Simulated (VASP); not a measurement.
Wanted: the native input for a VASP 6.6.1 run.

```
Task                   : relaxation of cell and atoms
Functional             : PW91
Potentials or basis    : VASP PAW PBE potentials, release 64 (Si)
Cutoff                 : 600 eV
k mesh                 : 12 × 12 × 11
Occupations            : fermi-dirac, width 0.05 eV
Spin                   : no spin polarisation
Further INCAR settings : ALGO = Normal; EDIFF = 1e-06; IBRION = 2; EDIFFG = -0.02; NSW = 40; ISIF = 3
```

The structure of Si lies in POSCAR:

```
Si
1.0
    2.6205428149      0.0000000000      0.0000000000
   -1.3102714075      2.2694566494      0.0000000000
    0.0000000000      0.0000000000      2.4663543900
Si
1
Direct
    0.0000000000      0.0000000000      0.0000000000
```

This isn't the form of Si at room conditions, which is diamond.

One way to write it, as run:

INCAR

```
  ALGO = Normal
  EDIFF = 1E-6
  EDIFFG = -0.02
  ENCUT = 600
  GGA = 91
  IBRION = 2
  ISIF = 3
  ISMEAR = -1
  LASPH = True
  LCHARG = False
  LREAL = False
  LWAVE = False
  NELM = 60
  NSW = 40
  PREC = Accurate
  SIGMA = 0.05
```

KPOINTS

```
k-points
0
Gamma
  12 12 11
```

Potentials or basis: VASP PAW PBE potentials, release 64 (Si).

Launch:

```sh
$ cat potpaw_PBE.64/Si/POTCAR > POTCAR
$ mpirun -np 1 vasp_std > vasp.out
```

It gave:

```json
{
 "Relaxed volume": "15.17 Å³/atom",
 "Relaxed cell": "a = 2.642 Å, b = 2.642 Å, c = 2.510 Å, α = 90.00°, β = 90.00°, γ = 120.00°",
 "Space group after relaxing (to 0.05 Å)": "P6/mmm (No. 191)",
 "Energy gained by relaxing": "7.4 meV/atom",
 "Ionic steps": "6",
 "Pressure after relaxing": "0.1 GPa",
 "Band gap on the k mesh": "none (metal or under the smearing width)"
}
```

Caveat: the PAW data sets were made with another functional, which shifts forces and pressure a little.

Run time: 19 s on 1 thread of AMD EPYC 9R45 (Zen 5), with other jobs on the host, peak memory 0.1 GiB.
